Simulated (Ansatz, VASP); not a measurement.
Two plane-wave programs on NiSb

```xyz
4
Lattice="3.9355 0.0000 0.0000 -1.9678 3.4082 0.0000 0.0000 0.0000 5.1048" Properties=species:S:1:pos:R:3 pbc="T T T"
Ni    0.0000    0.0000    0.0000
Ni    0.0000    0.0000    2.5524
Sb    0.0000    2.2722    1.2762
Sb    1.9678    1.1361    3.8286
```

Alike in both runs: task relaxation of shape and atoms at fixed volume; functional PBE; k mesh 12 × 12 × 8; occupations gaussian, width 0.1 eV; no spin polarisation.

```csv
,VASP,Ansatz
version,VASP 6.6.1,Ansatz 0.2.0
potentials or method,"VASP PAW PBE potentials, release 64 (Ni, Sb)","scalar-relativistic, plane waves, PAW"
plane-wave cutoff (eV),600,420
valence electrons in the cell,30,66
```

```tsv
	VASP	Ansatz	Ansatz less VASP
gap on the k mesh at the Fermi level, each at its own relaxed structure (eV)	none	none	-
relaxed volume (Å³/atom)	17.12	17.12	0.000
relaxed cell length with the largest relative difference (Å)	5.105	5.105	0.0000
```

A gap of «none» marks a metal or a gap that the smearing closes. The two sets of potentials don't hold the same shells in valence.

Caveats: the relaxation stopped at its first step, so nothing moved. Spin-orbit coupling is left out, which matters for the levels of Sb. Spin polarisation is off, so any magnetic state and its effect on volume and gap are missing.
